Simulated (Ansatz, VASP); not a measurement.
TiO2: programs and potentials compared

The starting cell:

```
CELL_PARAMETERS angstrom
-1.89210 1.89210 4.75730
1.89210 -1.89210 4.75730
1.89210 1.89210 -4.75730
ATOMIC_POSITIONS crystal
Ti 0.75000 0.25000 0.50000
Ti 0.00000 0.00000 0.00000
O 0.79190 0.79190 0.00000
O 0.54190 0.04190 0.50000
O 0.95810 0.45810 0.50000
O 0.20810 0.20810 0.00000
```

Alike in all runs: task relaxation of cell and atoms; functional PBE; k mesh 10 × 10 × 10; occupations fermi-dirac, width 0.05 eV; no spin polarisation; no spin-orbit coupling.

```json
{"program and potentials": "Ansatz, Ansatz PAW", "plane-wave cutoff (eV)": "420", "notes": "-", "equilibrium volume (Å³/atom)": "11.66"}
{"program and potentials": "Ansatz, SPMS NC", "plane-wave cutoff (eV)": "1034", "notes": "-", "equilibrium volume (Å³/atom)": "11.66"}
{"program and potentials": "Ansatz, JTH PAW", "plane-wave cutoff (eV)": "1380", "notes": "-", "equilibrium volume (Å³/atom)": "11.69"}
{"program and potentials": "Ansatz, PseudoDojo standard (PBE files)", "plane-wave cutoff (eV)": "1143", "notes": "-", "equilibrium volume (Å³/atom)": "11.64"}
{"program and potentials": "VASP, PBE PAW files O, Ti_sv, 600 eV", "plane-wave cutoff (eV)": "600", "notes": "-", "equilibrium volume (Å³/atom)": "11.69"}
{"program and potentials": "Ansatz, PseudoDojo stringent (PBE files)", "plane-wave cutoff (eV)": "1252", "notes": "-", "equilibrium volume (Å³/atom)": "11.65"}
{"program and potentials": "Ansatz, Ansatz PAW (files of its older set among them)", "plane-wave cutoff (eV)": "930", "notes": "-", "equilibrium volume (Å³/atom)": "11.67"}
{"program and potentials": "Ansatz, Ansatz NC", "plane-wave cutoff (eV)": "1240", "notes": "-", "equilibrium volume (Å³/atom)": "11.66"}
```

The equilibrium volume spans 11.64 (Ansatz, PseudoDojo standard (PBE files)) to 11.69 Å³/atom (VASP, PBE PAW files O, Ti_sv, 600 eV). Relaxations stop with a little pressure left, so the last digit of a volume isn't settled.

Differences between rows come from potentials, basis sets and numerical settings, since the functional is the same but for its coding. Runs on potential files found faulty are left out.
